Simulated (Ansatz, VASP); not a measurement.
**Two plane-wave programs on MgS**

File INCAR:

```
PREC     = Accurate       # precision mode
ENCUT    = 520            # plane-wave cutoff, eV
EDIFF    = 1E-6           # SCF threshold, eV
ISMEAR   = -1             # smearing method
SIGMA    = 0.02           # smearing width, eV
LREAL    = F              # projectors in reciprocal space
LASPH    = T              # aspherical terms in the spheres
NELM     = 100            # most SCF steps
ALGO     = Normal         # electronic algorithm
ISIF     = 2              # what is computed and relaxed
LWAVE    = F              # write WAVECAR
LCHARG   = F              # write CHGCAR
GGA      = PE             # functional
NBANDS   = 11             # bands
```

Contents of KPOINTS:

```
regular mesh
0
Gamma
  8 8 8
```

POSCAR

```
MgS
1.0
    0.0000000000      2.8025680728      2.8025680728
    2.8025680728      0.0000000000      2.8025680728
    2.8025680728      2.8025680728      0.0000000000
Mg S
1 1
Direct
    0.0000000000      0.0000000000      0.0000000000
    0.2500000000      0.2500000000      0.2500000000
```

Input for Ansatz:

```yaml
crystal:
  lattice:
    - [0.0, 2.8025680728, 2.8025680728]
    - [2.8025680728, 0.0, 2.8025680728]
    - [2.8025680728, 2.8025680728, 0.0]
  atoms:
    - { symbol: Mg, position: [0.0, 0.0, 0.0] }
    - { symbol: S, position: [0.25, 0.25, 0.25] }
kpoints:
  mp_grid: { grid: [8, 8, 8] }
  band_path:
    path:
      - [0.0, 0.0, 0.0]
      - [-0.5, -0.5, 0.0]
      - [-0.375, -0.375, 0.25]
      - [-0.375, 0.0, 0.375]
      - [0.0, 0.0, 0.5]
      - [-0.5, -0.25, 0.25]
    npoints: 1
hamiltonian:
  xc: pbe
scf:
  occupations: { method: fermi_dirac, width: 0.02 }
  n_extra_bands: 4
output:
  forces: true
  stress: true
  eigenvalues: true
```

Change from the starting cell: hydrostatic strain -1.0%.

Alike in both runs: task single point; functional PBE; k mesh 8 × 8 × 8; occupations fermi-dirac, width 0.02 eV; no spin polarisation.

|  | VASP | Ansatz |
| --- | --- | --- |
| version | VASP 6.6.1 | Ansatz 0.2.0 |
| potentials or method | VASP PAW PBE potentials, release 64 (Mg, S) | plane waves, PAW |
| plane-wave cutoff (eV) | 520 | 420 |
| valence electrons in the cell | 8 | 16 |

|  | VASP | Ansatz | Ansatz less VASP |
| --- | --- | --- | --- |
| gap on the k mesh at the Fermi level (eV) | 3.61 | 3.62 | +0.007 |
| pressure (GPa) | 2.8 | 3.0 | +0.15 |

The functional is the same, so the differences come from potentials, cutoffs and numerics. The two sets of potentials don't hold the same shells in valence.

A k mesh can miss the band edges.
